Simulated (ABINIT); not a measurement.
# PbS (Galena) (Fm-3m) in ABINIT: settings compared

The runs below take PbS (Galena) through equation of state, band structure, with LDA-PZ, PBEsol, OLYP, LDA, LDA-VWN.

All numbers are computed with ABINIT 10.8.3 (patched build); they aren't measurements. Logs are shortened: lines on timing, memory, paths and dates and some standing lists are left out, and cuts for length are marked. The log counts tension as positive stress, the text compression.

## Step 1: The structure

It takes space group Fm-3m (No. 225, cubic). The conventional cell has a = 5.931 Å, b = 5.931 Å, c = 5.931 Å, α = 90.00°, β = 90.00°, γ = 90.00°. Around Pb (site symmetry m-3m) lie 6 S at 2.97 Å. Around S (site symmetry m-3m) lie 6 Pb at 2.97 Å.

## Step 2: Equation of state, LDA-PZ

Input file run.abi:

```
# Datasets: one volume each
ndtset 7
getwfk -1
scalecart1 3*0.9795861087
scalecart2 3*0.9864848297
scalecart3 3*0.9932883884
scalecart4 3*1.0000000000
scalecart5 3*1.0066227096
scalecart6 3*1.0131594038
scalecart7 3*1.0196128224

# Pseudopotentials
pp_dirpath "./"
pseudos "Pb.LDA_PW-JTH_sp.xml, S.LDA_PW-JTH.xml"

# Structure
acell 7.9258966301 7.9258966301 7.9258966301
rprim
     0.0000000000     0.7071067812     0.7071067812
     0.7071067812     0.0000000000     0.7071067812
     0.7071067812     0.7071067812     0.0000000000
ntypat 2
znucl 82 16
natom 2
typat 1 2
xred
     0.0000000000     0.0000000000     0.0000000000
     0.5000000000     0.5000000000     0.5000000000

# Plane-wave basis
ecut 20.0
pawecutdg 40.0

# k points
kptopt 1
ngkpt 8 8 8
nshiftk 1
shiftk 0.0 0.0 0.0

# Exchange and correlation
ixc 2

# Bands and occupations
nband 9
occopt 3
tsmear 0.00183747

# SCF cycle
nstep 100
tolvrs 1.0e-9

# Output
iomode 3
prtwf 1
prtden 0
prteig 0
prtebands 0
enunit 1
```

Potentials or basis: JTH PAW LDA v2.0 sp.

The run is started by

```console
abinit run.abi > log 2>&1
```

run.abo:

```text
.Version 10.8.3 of ABINIT
 DATASET    1 : space group Fm -3 m (#225); Bravais cF (face-center cubic)
================================================================================
 Values of the parameters that define the memory need for DATASET  1.
     intxc =       0    ionmov =       0      iscf =      17    lmnmax =      13
     lnmax =       5     mgfft =      32  mpssoang =       3    mqgrid =    3001
     natom =       2  nloc_mem =       2    nspden =       1   nspinor =       1
    nsppol =       1      nsym =      48    n1xccc =       1    ntypat =       2
    occopt =       3   xclevel =       1
       mpw =        1424          nfft =       32768          nkpt =          29
 PAW method is used; the additional fine FFT grid is defined by:
   mgfftf=        48    nfftf =    110592
================================================================================
================================================================================
[... 71 lines left out ...]
 DATASET    7 : space group Fm -3 m (#225); Bravais cF (face-center cubic)
================================================================================
 Values of the parameters that define the memory need for DATASET  7.
     intxc =       0    ionmov =       0      iscf =      17    lmnmax =      13
     lnmax =       5     mgfft =      36  mpssoang =       3    mqgrid =    3001
     natom =       2  nloc_mem =       2    nspden =       1   nspinor =       1
    nsppol =       1      nsym =      48    n1xccc =       1    ntypat =       2
    occopt =       3   xclevel =       1
       mpw =        1612          nfft =       46656          nkpt =          29
 PAW method is used; the additional fine FFT grid is defined by:
   mgfftf=        48    nfftf =    110592
================================================================================
================================================================================

--------------------------------------------------------------------------------
------------- Echo of variables that govern the present computation ------------
--------------------------------------------------------------------------------
 -outvars: echo values of preprocessed input variables --------
            acell      7.9258966301E+00  7.9258966301E+00  7.9258966301E+00 Bohr
              amu      2.07200000E+02  3.20660000E+01
             ecut      2.00000000E+01 Hartree
           enunit           1
           getwfk          -1
              ixc           2
           jdtset        1    2    3    4    5    6    7
         kptrlatt        8    0    0      0    8    0      0    0    8
          kptrlen1     6.21127859E+01
          kptrlen2     6.25502143E+01
          kptrlen3     6.29816087E+01
          kptrlen4     6.34071730E+01
          kptrlen5     6.38271003E+01
          kptrlen6     6.42415736E+01
          kptrlen7     6.46507667E+01
            natom           2
            nband           9
           ndtset           7
            ngfft1         32      32      32
            ngfft2         32      32      32
            ngfft3         32      32      32
            ngfft4         32      32      32
            ngfft5         36      36      36
            ngfft6         36      36      36
            ngfft7         36      36      36
          ngfftdg          48      48      48
             nkpt          29
            nstep         100
             nsym          48
           ntypat           2
           occopt           3
        pawecutdg      4.00000000E+01 Hartree
           prtden           0
        prtebands           0
           prteig           0
            rprim1     0.0000000000E+00  6.9267198023E-01  6.9267198023E-01
                       6.9267198023E-01  0.0000000000E+00  6.9267198023E-01
                       6.9267198023E-01  6.9267198023E-01  0.0000000000E+00
            rprim2     0.0000000000E+00  6.9755011263E-01  6.9755011263E-01
                       6.9755011263E-01  0.0000000000E+00  6.9755011263E-01
                       6.9755011263E-01  6.9755011263E-01  0.0000000000E+00
            rprim3     0.0000000000E+00  7.0236095512E-01  7.0236095512E-01
                       7.0236095512E-01  0.0000000000E+00  7.0236095512E-01
                       7.0236095512E-01  7.0236095512E-01  0.0000000000E+00
            rprim4     0.0000000000E+00  7.0710678120E-01  7.0710678120E-01
                       7.0710678120E-01  0.0000000000E+00  7.0710678120E-01
                       7.0710678120E-01  7.0710678120E-01  0.0000000000E+00
            rprim5     0.0000000000E+00  7.1178974407E-01  7.1178974407E-01
                       7.1178974407E-01  0.0000000000E+00  7.1178974407E-01
                       7.1178974407E-01  7.1178974407E-01  0.0000000000E+00
            rprim6     0.0000000000E+00  7.1641188486E-01  7.1641188486E-01
                       7.1641188486E-01  0.0000000000E+00  7.1641188486E-01
                       7.1641188486E-01  7.1641188486E-01  0.0000000000E+00
            rprim7     0.0000000000E+00  7.2097514092E-01  7.2097514092E-01
                       7.2097514092E-01  0.0000000000E+00  7.2097514092E-01
                       7.2097514092E-01  7.2097514092E-01  0.0000000000E+00
          spgroup         225
           tolvrs      1.00000000E-09
           tsmear      1.83747000E-03 Hartree
            typat      1  2
           useylm           1
           xangst1     0.0000000000E+00  0.0000000000E+00  0.0000000000E+00
                       2.9052075000E+00  2.9052075000E+00  2.9052075000E+00
           xangst2     0.0000000000E+00  0.0000000000E+00  0.0000000000E+00
                       2.9256673818E+00  2.9256673818E+00  2.9256673818E+00
           xangst3     0.0000000000E+00  0.0000000000E+00  0.0000000000E+00
                       2.9458450360E+00  2.9458450360E+00  2.9458450360E+00
           xangst4     0.0000000000E+00  0.0000000000E+00  0.0000000000E+00
                       2.9657499981E+00  2.9657499981E+00  2.9657499981E+00
           xangst5     0.0000000000E+00  0.0000000000E+00  0.0000000000E+00
                       2.9853912990E+00  2.9853912990E+00  2.9853912990E+00
           xangst6     0.0000000000E+00  0.0000000000E+00  0.0000000000E+00
                       3.0047774998E+00  3.0047774998E+00  3.0047774998E+00
           xangst7     0.0000000000E+00  0.0000000000E+00  0.0000000000E+00
                       3.0239167260E+00  3.0239167260E+00  3.0239167260E+00
            xcart1     0.0000000000E+00  0.0000000000E+00  0.0000000000E+00
                       5.4900465139E+00  5.4900465139E+00  5.4900465139E+00
            xcart2     0.0000000000E+00  0.0000000000E+00  0.0000000000E+00
                       5.5287100870E+00  5.5287100870E+00  5.5287100870E+00
            xcart3     0.0000000000E+00  0.0000000000E+00  0.0000000000E+00
                       5.5668403273E+00  5.5668403273E+00  5.5668403273E+00
            xcart4     0.0000000000E+00  0.0000000000E+00  0.0000000000E+00
                       5.6044552542E+00  5.6044552542E+00  5.6044552542E+00
            xcart5     0.0000000000E+00  0.0000000000E+00  0.0000000000E+00
                       5.6415719338E+00  5.6415719338E+00  5.6415719338E+00
            xcart6     0.0000000000E+00  0.0000000000E+00  0.0000000000E+00
                       5.6782065440E+00  5.6782065440E+00  5.6782065440E+00
            xcart7     0.0000000000E+00  0.0000000000E+00  0.0000000000E+00
                       5.7143744398E+00  5.7143744398E+00  5.7143744398E+00
             xred      0.0000000000E+00  0.0000000000E+00  0.0000000000E+00
                       5.0000000000E-01  5.0000000000E-01  5.0000000000E-01
            znucl       82.00000   16.00000

================================================================================

 chkinp: Checking input parameters for consistency, jdtset=   1.

 chkinp: Checking input parameters for consistency, jdtset=   2.
[... 40 lines left out ...]
 getcut: wavevector=  0.0000  0.0000  0.0000  ngfft=  48  48  48
         ecut(hartree)=     40.000   => boxcut(ratio)=   2.17148

--- Pseudopotential description ------------------------------------------------
- pspini: atom type   1  psp file is ./Pb.LDA_PW-JTH_sp.xml
 Pseudopotential format is: paw10
 basis_size (lnmax)=  5 (lmn_size= 13), orbitals=   0   0   1   1   2
 Spheres core radius: rc_sph= 2.91365156
 Shapefunction is SIN type: shapef(r)=[sin(pi*r/rshp)/(pi*r/rshp)]**2
 Radius for shape functions =  2.21205640
 Compensation charge density is not taken into account in XC energy/potential

- pspini: atom type   2  psp file is ./S.LDA_PW-JTH.xml
 Pseudopotential format is: paw10
 basis_size (lnmax)=  4 (lmn_size=  8), orbitals=   0   0   1   1
 Spheres core radius: rc_sph= 1.90380259
 Shapefunction is SIN type: shapef(r)=[sin(pi*r/rshp)/(pi*r/rshp)]**2
 Radius for shape functions =  1.40128485
 Compensation charge density is not taken into account in XC energy/potential

   4.26397937E+02                                ecore*ucvol(ha*bohr**3)
--------------------------------------------------------------------------------

[... 1243 lines left out ...]
-Cartesian components of stress tensor (GPa)         [Pressure= -5.3432E+00 GPa]
- sigma(1 1)=  5.34322098E+00  sigma(3 2)=  0.00000000E+00
- sigma(2 2)=  5.34322098E+00  sigma(3 1)=  0.00000000E+00
- sigma(3 3)=  5.34322098E+00  sigma(2 1)=  0.00000000E+00

== END DATASET(S) ==============================================================
================================================================================

 -outvars: echo values of variables after computation  --------
            acell      7.9258966301E+00  7.9258966301E+00  7.9258966301E+00 Bohr
           etotal1    -1.4185803040E+01
           etotal2    -1.4185980727E+01
           etotal3    -1.4185824758E+01
           etotal4    -1.4185370603E+01
           etotal5    -1.4184654892E+01
           etotal6    -1.4183696064E+01
           etotal7    -1.4182521654E+01
            fcart1    -0.0000000000E+00 -0.0000000000E+00 -0.0000000000E+00
                      -0.0000000000E+00 -0.0000000000E+00 -0.0000000000E+00
            fcart2    -0.0000000000E+00 -0.0000000000E+00 -0.0000000000E+00
                      -0.0000000000E+00 -0.0000000000E+00 -0.0000000000E+00
            fcart3    -0.0000000000E+00 -0.0000000000E+00 -0.0000000000E+00
                      -0.0000000000E+00 -0.0000000000E+00 -0.0000000000E+00
            fcart4    -0.0000000000E+00 -0.0000000000E+00 -0.0000000000E+00
                      -0.0000000000E+00 -0.0000000000E+00 -0.0000000000E+00
            fcart5    -0.0000000000E+00 -0.0000000000E+00 -0.0000000000E+00
                      -0.0000000000E+00 -0.0000000000E+00 -0.0000000000E+00
[... 38 lines left out ...]
                       0.0000000000E+00  0.0000000000E+00  0.0000000000E+00
           xangst1     0.0000000000E+00  0.0000000000E+00  0.0000000000E+00
                       2.9052075000E+00  2.9052075000E+00  2.9052075000E+00
           xangst2     0.0000000000E+00  0.0000000000E+00  0.0000000000E+00
                       2.9256673818E+00  2.9256673818E+00  2.9256673818E+00
           xangst3     0.0000000000E+00  0.0000000000E+00  0.0000000000E+00
                       2.9458450360E+00  2.9458450360E+00  2.9458450360E+00
           xangst4     0.0000000000E+00  0.0000000000E+00  0.0000000000E+00
                       2.9657499981E+00  2.9657499981E+00  2.9657499981E+00
           xangst5     0.0000000000E+00  0.0000000000E+00  0.0000000000E+00
                       2.9853912990E+00  2.9853912990E+00  2.9853912990E+00
           xangst6     0.0000000000E+00  0.0000000000E+00  0.0000000000E+00
                       3.0047774998E+00  3.0047774998E+00  3.0047774998E+00
           xangst7     0.0000000000E+00  0.0000000000E+00  0.0000000000E+00
                       3.0239167260E+00  3.0239167260E+00  3.0239167260E+00
             xred      0.0000000000E+00  0.0000000000E+00  0.0000000000E+00
                       5.0000000000E-01  5.0000000000E-01  5.0000000000E-01
 Calculation completed.
```

Wall time 74 s (1 thread of Arm Neoverse V1, shared host); peak memory 0.14 GiB.

Results:

- Equilibrium volume: 25.05 Å³/atom
- Bulk modulus: 66 GPa
- Pressure derivative of the bulk modulus: 4.2

Energy against volume, from the lowest point:
| volume (Å³/atom) | energy (meV/atom) |
| --- | --- |
| 24.521 | 2.42 |
| 25.042 | 0.00 |
| 25.564 | 2.12 |
| 26.086 | 8.30 |
| 26.607 | 18.04 |
| 27.129 | 31.08 |
| 27.651 | 47.06 |

Caveat: pressures at fixed basis lie under the slope of the energies; this set keeps more shells in the core, which shifts pressures and gaps.

## Step 3: Band structure, PBEsol

Input file run.abi:

```
ndtset 2

pp_dirpath "./"
pseudos "Pb.upf, S.upf"

acell 3*1.0 Angstrom
rprim
     0.0000000000     2.9657500000     2.9657500000
     2.9657500000     0.0000000000     2.9657500000
     2.9657500000     2.9657500000     0.0000000000
ntypat 2
znucl 82 16
natom 2
typat 1 2
xred
     0.0000000000     0.0000000000     0.0000000000
     0.5000000000     0.5000000000     0.5000000000

ecut 28.0

ixc -116133

occopt 3
tsmear 0.05 eV

nstep 100

iomode 3
prtwf 0
prteig 0
prtebands 0
enunit 1
prtden1 1

kptopt1 1
ngkpt1 8 8 8
nshiftk1 1
shiftk1 0.0 0.0 0.0
nband1 14
tolvrs1 1.0e-10

iscf2 -2
getden2 1
nband2 18
nbdbuf2 2
tolwfr2 1.0e-12
kptopt2 -9
ndivsm2 6
prteig2 1
kptbounds2
     0.0000000000     0.0000000000     0.0000000000
     0.5000000000     0.0000000000     0.5000000000
     0.5000000000     0.2500000000     0.7500000000
     0.3750000000     0.3750000000     0.7500000000
     0.0000000000     0.0000000000     0.0000000000
     0.5000000000     0.5000000000     0.5000000000
     0.6250000000     0.2500000000     0.6250000000
     0.5000000000     0.2500000000     0.7500000000
     0.5000000000     0.5000000000     0.5000000000
     0.3750000000     0.3750000000     0.7500000000
```

Potentials or basis: PseudoDojo NC SR PBEsol v0.4.1 standard.

The run is started by

```console
abinit run.abi > log 2>&1
```

Wall time 2.2 min (1 thread of Arm Neoverse V1, shared host); peak memory 0.14 GiB.

The run converged. Its results:

- Free energy: -2212.9887 eV
- Pressure: -0.8 GPa
- Band gap on the k mesh: 0.26 eV, direct
- Band gap along the path: 0.26 eV, direct
- Valence electrons inside the program's atomic spheres: Pb 10.04; S 3.82

Levels at the corners of the path, in eV from the valence-band top:
```
point  band 7  band 8  band 9  band 10  band 11  band 12  band 13  band 14
    Γ   -6.06   -2.16   -2.16    -2.16     5.16     5.16     5.16     6.62
    X   -7.24   -5.25   -3.46    -3.46     3.72     5.53     5.64     5.64
    W   -7.99   -4.47   -4.47    -1.01     2.12     4.61     4.61     8.08
    K   -8.02   -4.83   -2.95    -2.51     3.27     4.08     5.01     6.12
    Γ   -6.06   -2.16   -2.16    -2.16     5.16     5.16     5.16     6.62
    L   -8.89   -1.77   -1.77     0.00     0.26     1.89     1.89     8.50
    U   -8.02   -4.83   -2.95    -2.51     3.27     4.08     5.01     6.12
    W   -7.99   -4.47   -4.47    -1.01     2.12     4.61     4.61     8.08
    L   -8.89   -1.77   -1.77     0.00     0.26     1.89     1.89     8.50
    K   -8.02   -4.83   -2.95    -2.51     3.27     4.08     5.01     6.12
```

Caveat: spin-orbit coupling is left out, which as a rule narrows the gap of such compounds by several tenths of an eV.

[end of part 1 of 3]
